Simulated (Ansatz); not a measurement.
# ZnS stretched along one axis: stress and gap

Cell: a structure deposited in the COD, its atoms then relaxed with PBE in this cell.

```yaml
crystal:
  lattice:
    - [1.91500, 1.10563, 15.62666]
    - [-1.91500, 1.10563, 15.62666]
    - [0.00000, -2.21125, 15.62666]
  atoms:
    - { symbol: Zn, position: [0.00005, 0.00005, 0.00005] }
    - { symbol: Zn, position: [0.73333, 0.73333, 0.73333] }
    - { symbol: Zn, position: [0.46661, 0.46661, 0.46661] }
    - { symbol: Zn, position: [0.86665, 0.86665, 0.86665] }
    - { symbol: Zn, position: [0.60001, 0.60001, 0.60001] }
    - { symbol: S, position: [0.05007, 0.05007, 0.05007] }
    - { symbol: S, position: [0.78329, 0.78329, 0.78329] }
    - { symbol: S, position: [0.51664, 0.51664, 0.51664] }
    - { symbol: S, position: [0.91667, 0.91667, 0.91667] }
    - { symbol: S, position: [0.65003, 0.65003, 0.65003] }
```

Sites (sets of like atoms) are named by element and the number of their first atom in this list.

Level of theory: DFT, PBE, plane waves and PAW, scalar-relativistic, 420 eV cutoff, Γ-centred 13×13×13 k-points, Fermi–Dirac smearing 0.02 eV (Ansatz 0.2.0).

The cell is stretched along z (the third Cartesian axis of the run's cell), x and y held, and the ions relax again each time. Tension counts as positive.

| strain along z (%) | stress along z (GPa) | stress along x (GPa) | gap on the k-mesh (eV) |
| --- | --- | --- | --- |
| -3 | ? | ? | ? |
| -2 | -4.4 | -2.0 | 2.23 |
| -1 | -2.9 | -1.5 | 2.21 |
| 0 | -1.5 | -1.0 | 2.15 |
| +1 | -0.1 | -0.6 | 2.08 |
| +2 | 1.3 | -0.2 | 2.01 |
| +3 | 2.5 | 0.1 | 1.93 |

Task: Estimate the row at -3 % from the others.

Result: stress along z (GPa): -5.9; stress along x (GPa): -2.5; gap on the k-mesh (eV): 2.25. Worked: parabolas through the other 6 rows give -5.9 and -2.5 GPa at -3 %. Their slopes at zero strain are 140 GPa (the stiffness along z) and 44 GPa (the coupling of z to x). They hold at this cell, where the calculated pressure is 1.2 GPa. The gap closes by 67 meV per per cent of stretch between the rows next to zero strain; the parabola gives 2.27 eV for the withheld row.

PBE gaps are too small, by a third to a half in many semiconductors; their changes with strain are better.

All values belong to this cell and structure model.
